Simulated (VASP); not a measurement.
## Bi: equation of state with PBE

Crystal: Bi.

```
CELL_PARAMETERS angstrom
3.48860 -3.13258 0.00000
3.48860 3.13258 0.00000
-1.26023 0.00000 3.11355
ATOMIC_POSITIONS crystal
Bi 0.75306 0.75306 0.85738
Bi 0.24694 0.24694 0.14262
```

This isn't the form of Bi at room conditions, which is rhombohedral.

| Item | Value |
| --- | --- |
| Program | VASP 6.6.1 |
| Task | equation of state |
| Functional | PBE |
| Potentials or basis | VASP PAW PBE potentials, release 64 (Bi_d) |
| Cutoff | 520 eV |
| k mesh | 6 × 6 × 9 |
| Occupations | fermi-dirac, width 0.05 eV |
| Spin | no spin polarisation |

* Equilibrium volume: 34.06 Å³/atom
* Bulk modulus at fixed shape and positions: 48 GPa
* Pressure derivative of the bulk modulus: 4.6

Energy against volume, from the lowest point:
| volume (Å³/atom) | energy (meV/atom) |
| --- | --- |
| 31.984 | 21.38 |
| 32.665 | 9.27 |
| 33.345 | 2.33 |
| 34.026 | 0.00 |
| 34.706 | 1.79 |
| 35.387 | 7.28 |
| 36.067 | 16.05 |

All runs of the series together: 8.6 min on 1 thread of Intel(R) Xeon(R) Platinum 8559C (Emerald Rapids), on a shared host.

Caveat: the cell was scaled at fixed shape and fractional positions, which overstates the stiffness of a crystal with free parameters, most of all of layers and chains.
